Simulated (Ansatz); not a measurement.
Relaxing Cd in the diamond type

First guess:

```xyz
2
Lattice="0.0000 3.2195 3.2195 3.2195 0.0000 3.2195 3.2195 3.2195 0.0000" Properties=species:S:1:pos:R:3 pbc="T T T"
Cd    0.0000    0.0000    0.0000
Cd    1.6098    1.6098    1.6098
```

These are results of Ansatz 0.2.0, DFT, PBE, PAW with Ansatz's default frozen-core files, scalar-relativistic, not measurements.

Cell and atoms relax within the symmetry of the start on a 9×9×9 k mesh with 0.08 eV Fermi–Dirac smearing.

The start is built from a prototype, known or not as a phase of this compound; the cutoff is 420 eV.

(1) What is the pressure of the first guess?

(2) What does it relax to?

(3) How much energy does the relaxation release?

Answers

(1) 2.26 GPa.

(2) a = 6.680 Å, b = 6.680 Å, c = 6.680 Å, α = 90.00°, β = 90.00°, γ = 90.00° (conventional cell), 37.26 Å³ per atom:
```cif
data_structure
_symmetry_space_group_name_H-M 'Fd-3m:1'
_symmetry_Int_Tables_number 227
_cell_length_a 6.6800
_cell_length_b 6.6800
_cell_length_c 6.6800
_cell_angle_alpha 90.000
_cell_angle_beta 90.000
_cell_angle_gamma 90.000
_cell_volume 298.08
loop_
_atom_site_label
_atom_site_type_symbol
_atom_site_symmetry_multiplicity
_atom_site_Wyckoff_symbol
_atom_site_fract_x
_atom_site_fract_y
_atom_site_fract_z
_atom_site_occupancy
Cd1 Cd 8 b 0.00000 0.00000 0.50000 1
```

(3) 23 meV/atom.
